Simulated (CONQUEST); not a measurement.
**K under changes of volume**

One of the cells (78.519 Å³/atom); the others are scaled copies at fixed shape and fractional positions:

```xyz
2
Lattice="5.3951 0.0000 0.0000 0.0000 5.3951 0.0000 0.0000 0.0000 5.3951" Properties=species:S:1:pos:R:3 pbc="T T T"
K     0.0000    0.0000    0.0000
K     2.6976    2.6976    2.6976
```

- Program: CONQUEST 1.3
- Functional: PBEsol
- Potentials or basis: PseudoDojo NC PBEsol, DZP, grid of 60 × 60 × 60 points
- k mesh: 5 × 5 × 5
- Occupations: fermi-dirac, width 0.05 eV
- Spin: no spin polarisation

```tsv
volume (Å³/atom)	energy over the lowest point (meV/atom)	pressure (GPa)
73.807	0.00	-0.1
75.378	0.82	-0.1
76.948	2.44	-0.2
78.519	4.55	-0.2
80.089	?	?
81.659	10.51	-0.3
83.230	14.08	-0.4
```

Q: What does the run at 80.089 Å³/atom give?

A: Energy over the lowest point 7.30 meV/atom; pressure -0.3 GPa.

Worked out: A Birch-Murnaghan fit of order 3 (a polynomial in V^(-2/3)) to the other rows has its minimum at 72.99 Å³/atom, just outside them, with B0 = V·E''(V) = 4.2 GPa and B' = 5.6. It gives 7.31 meV/atom at 80.089 Å³/atom, against the run's 7.30, and -dE/dV = -0.3 GPa, against -0.3.

Energies are extrapolated to zero smearing.

Caveats: the basis of atomic orbitals isn't converged, which shifts pressures, moduli and gaps.
